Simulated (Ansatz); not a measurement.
A calculation with Ansatz 0.2.0 of HfC (ASE script, structure from a P1 CIF):

Contents of run.py:

```python
import json

import ase.io
import numpy as np
from ase.calculators.calculator import CalculationFailed, Calculator
from ase.stress import full_3x3_to_voigt_6_stress
from ase.units import GPa

import ansatz as az

class AnsatzCalculator(Calculator):
    implemented_properties = ["energy", "free_energy", "forces", "stress", "magmom"]

    def calculate(self, atoms, properties, system_changes):
        super().calculate(atoms, properties, system_changes)
        structure = atoms.copy()
        structure.set_constraint()
        structure.set_momenta(None)
        structure.set_masses(None)
        outcome = (
            az.Crystal.from_ase(structure)
            .calculation()
            .basis(xc_grid=2)
            .kpoints(10, 10, 10)
            .functional(exchange="b88", correlation="pbe", dispersion="d4")
            .pseudopotentials(kind="paw_fr")
            .spin("noncollinear", soc=True)
            .scf(tolerance=2e-10)
            .occupations(method="fermi_dirac", width=0.05)
            .forces()
            .stress()
            .run(threads=2)
        )
        if not outcome.report["converged"]:
            raise CalculationFailed("SCF not converged")
        report = outcome.report
        self.results = {
            "free_energy": report["lagrangian_ev"],
            "energy": report["lagrangian_ev"],
            "forces": np.array(report["forces_ev_ang"]),
            "stress": -GPa * full_3x3_to_voigt_6_stress(report["stress_gpa"]),
            "magmom": report["magnetization_mub"],
        }

np.set_printoptions(precision=5, suppress=True, linewidth=110)
atoms = ase.io.read("HfC.cif")
atoms.info.pop("occupancy", None)
atoms.calc = AnsatzCalculator()
print(f"free energy {atoms.get_potential_energy():.6f} eV")
print("forces (eV/A)", atoms.get_forces(), sep="\n")
print("stress (GPa, Voigt, tension positive)", atoms.get_stress() / GPa, sep="\n")
print(f"moment {atoms.get_magnetic_moment():.4f} muB")
```

File HfC.cif:

```cif
data_HfC
_cell_length_a 3.28804653
_cell_length_b 3.28804653
_cell_length_c 3.28804653
_cell_angle_alpha 60.00000000
_cell_angle_beta 60.00000000
_cell_angle_gamma 60.00000000
_space_group_name_H-M_alt 'P1'
_space_group_name_Hall 'P 1'
_space_group_IT_number 1
loop_
_space_group_symop_operation_xyz
'x,y,z'
loop_
_atom_site_label
_atom_site_type_symbol
_atom_site_symmetry_multiplicity
_atom_site_Wyckoff_symbol
_atom_site_fract_x
_atom_site_fract_y
_atom_site_fract_z
_atom_site_occupancy
Hf1 Hf 1 a 0.5000000000 0.5000000000 0.5000000000 1
C1 C 1 a 0.0000000000 0.0000000000 0.0000000000 1
```

Potentials or basis: Ansatz PAW.

Launch:

```sh
$ python run.py
```

Q: Write the same calculation in another form: native input, structure typed inline.

A: As run:

Contents of input.yaml:

```yaml
crystal:
  lattice:
    - [3.28804653, 0.0, 0.0]
    - [1.644023265, 2.8475318238, 0.0]
    - [1.644023265, 0.9491772746, 2.6846787497]
  atoms:
    - { symbol: Hf, position: [0.5, 0.5, 0.5] }
    - { symbol: C, position: [0.0, 0.0, 0.0] }
hamiltonian:
  xc: { exchange: b88, correlation: pbe }
  pseudopotentials: { kind: paw_fr }
  dispersion: d4
magnetization:
  noncollinear: true
  spin_orbit: true
kpoints:
  mp_grid: { grid: [10, 10, 10] }
scf:
  occupations: { method: fermi_dirac, width: 0.05 }
output:
  forces: true
  stress: true
  eigenvalues: true
```

Potentials or basis: Ansatz PAW.

Command:

```sh
$ ansatz run input.yaml --threads 2 --pin off --max-ram 5120MiB --backend cpu --events-out ev --progress --plain --runs-dir out
```

Both were run:

|  | ASE script, structure from a P1 CIF | native input, structure typed inline |
| --- | --- | --- |
| Pressure | -7.5 GPa | -7.5 GPa |

Keys that steer only the numerical path or the files written may differ.

Caveat: pairwise dispersion overbinds metals, which lowers pressure and volume; the PAW data sets come from PBE, with cores solved anew for the run's functional, which leaves a small shift of forces and pressure; the dispersion damping was fitted for another functional or another form of the correction.
